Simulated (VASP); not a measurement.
Wanted: the native input for a VASP 6.6.1 run.

| Item | Value |
| --- | --- |
| Task | work function |
| Functional | LDA |
| Potentials or basis | VASP PAW LDA potentials, release 64 (Pd) |
| Cutoff | 520 eV |
| k mesh | 12 × 12 × 1 |
| Occupations | gaussian, width 0.1 eV |
| Spin | no spin polarisation |
| Further INCAR settings | ALGO = Fast; EDIFF = 1e-06 |

The structure of Pd lies in POSCAR:

```
Pd
1.0
    2.7513524856      0.0000000000      0.0000000000
    1.3756762428      2.3827411473      0.0000000000
    0.0000000000      0.0000000000     27.4788193845
Pd
7
Direct
    0.0000000000      0.0000000000      0.2547416576
    0.3333333333      0.3333333333      0.3364944384
    0.6666666667      0.6666666667      0.4182472192
    0.0000000000      0.0000000000      0.5000000000
    0.3333333333      0.3333333333      0.5817527808
    0.6666666667      0.6666666667      0.6635055616
    0.0000000000      0.0000000000      0.7452583424
```

The slab is cut from a database's or a generator's crystal, which needn't be the stable form of the element.

These files were run (other wordings do the same):

INCAR

```
ALGO = Fast
EDIFF = 1E-6
ENCUT = 520
GGA = CA
ISIF = 2
ISMEAR = 0
LASPH = True
LCHARG = True
LELF = True
LREAL = False
LVACPOTAV = True
LVHAR = True
LWAVE = False
NELM = 100
PREC = Accurate
SIGMA = 0.1
```

KPOINTS

```
k-points
0
Gamma
  12 12 1
```

Potentials or basis: VASP PAW LDA potentials, release 64 (Pd).

Run with:

```sh
$ cat potpaw_LDA.64/Pd/POTCAR > POTCAR
$ mpirun -np 1 vasp_std > vasp.out
```

Results of the run:

* Largest force: 0.315 eV/Å
* Band gap on the k mesh: none (metal or under the smearing width)

It took 2.7 min on 1 thread of Intel(R) Xeon(R) Platinum 8488C (Sapphire Rapids), with other jobs on the host, peak memory 0.27 GiB.
